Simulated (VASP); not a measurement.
The system is WS2.

```
W S
1.0
     1.57900    0.91164    6.16333
    -1.57900    0.91164    6.16333
     0.00000   -1.82327    6.16333
W S
1 2
Direct
  0.00000 0.00000 0.00000
  0.24970 0.24970 0.24970
  0.41900 0.41900 0.41900
```

Measurements of this composition are mostly on another form, of space group No. 194.

| Quantity | Value |
| --- | --- |
| Program | VASP 6.6.1 |
| Task | relaxation of cell and atoms |
| Functional | PBEsol |
| Dispersion | D3(BJ) |
| Potentials or basis | VASP PAW PBE potentials, release 64 (W_sv, S) |
| Cutoff | 520 eV |
| k mesh | 12 × 12 × 12 |
| Occupations | gaussian, width 0.02 eV |
| Spin | no spin polarisation |

At the start: pressure -4.1 GPa; volume 17.74 Å³/atom.

Q: How do energy, volume and symmetry change on relaxing?

A: Over 17 steps the energy falls by 18.6 meV/atom and the volume is 16.43 Å³/atom (-7.4 %); space group R3m (No. 160, to 0.05 Å).

Step by step:
```tsv
step	energy change (eV)	largest force (eV/Å)	pressure (GPa)	volume (Å³)
1	0.0000	0.6022	-4.09	53.23
2	0.0442	1.7144	8.45	49.82
3	-0.0223	0.4498	0.11	51.94
4	-0.0296	0.2907	-0.74	51.60
5	-0.0297	0.2724	-0.70	51.62
6	-0.0368	0.0805	-0.08	50.98
7	-0.0390	0.2496	0.48	50.43
8	-0.0444	0.2103	0.41	50.18
9	-0.0546	0.0940	0.31	49.42
10	-0.0554	0.0412	0.32	49.07
11	-0.0555	0.0500	0.32	49.13
12	-0.0556	0.0420	-0.17	49.32
13	-0.0557	0.0301	-0.07	49.28
14	-0.0557	0.0131	0.05	49.29
15	-0.0557	0.0122	0.04	49.29
16	-0.0557	0.0033	-0.01	49.31
17	-0.0557	0.0005	-0.01	49.30
```

Final structure:
```yaml
crystal:
  lattice:
    - [1.56051, 0.90096, 5.84463]
    - [-1.56051, 0.90096, 5.84463]
    - [0.00000, -1.80193, 5.84463]
  atoms:
    - { symbol: W, position: [0.00064, 0.00064, 0.00064] }
    - { symbol: S, position: [0.24452, 0.24452, 0.24452] }
    - { symbol: S, position: [0.42354, 0.42354, 0.42354] }
```

Caveat: the PAW data sets were made with another functional, which shifts forces and pressure a little.
